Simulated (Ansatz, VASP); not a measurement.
# CdS: VASP beside Ansatz

```xyz
2
Lattice="4.3813 0.0000 0.0000 -2.1906 3.7943 0.0000 0.0000 0.0000 5.4903" Properties=species:S:1:pos:R:3 pbc="T T T"
Cd    0.0000    0.0000    2.4305
S     2.1906    1.2648    2.3845
```

Alike in both runs: task single point; functional PBEsol; k mesh 9 × 9 × 6; occupations gaussian, width 0.05 eV; no spin polarisation.

|  | VASP | Ansatz |
| --- | --- | --- |
| version | VASP 6.6.1 | Ansatz 0.2.0 |
| potentials or method | VASP PAW PBE potentials, release 64 (Cd, S) | scalar-relativistic, plane waves, PAW |
| plane-wave cutoff (eV) | 520 | 420 |
| valence electrons in the cell | 18 | 26 |

```tsv
	VASP	Ansatz	Ansatz less VASP
gap on the k mesh at the Fermi level (eV)	1.01	1.00	-0.008
least direct gap on the mesh (eV)	1.20	1.20	0.000
pressure (GPa)	-3.3	-3.4	-0.15
largest component of the traceless stress (GPa)	3.31	3.47	+0.161
rms of the force components (eV/Å)	0.015	0.017	+0.0011
```

Atom by atom the forces differ by 0.001 eV/Å (rms over components). The two sets of potentials don't hold the same shells in valence.

Caveats: the PAW data sets were made with another functional, which shifts forces and pressure a little (VASP); an odd mesh through Γ misses points on the zone boundary, where band edges often lie. PBEsol gaps usually lie below the measured ones, often by a third to a half.
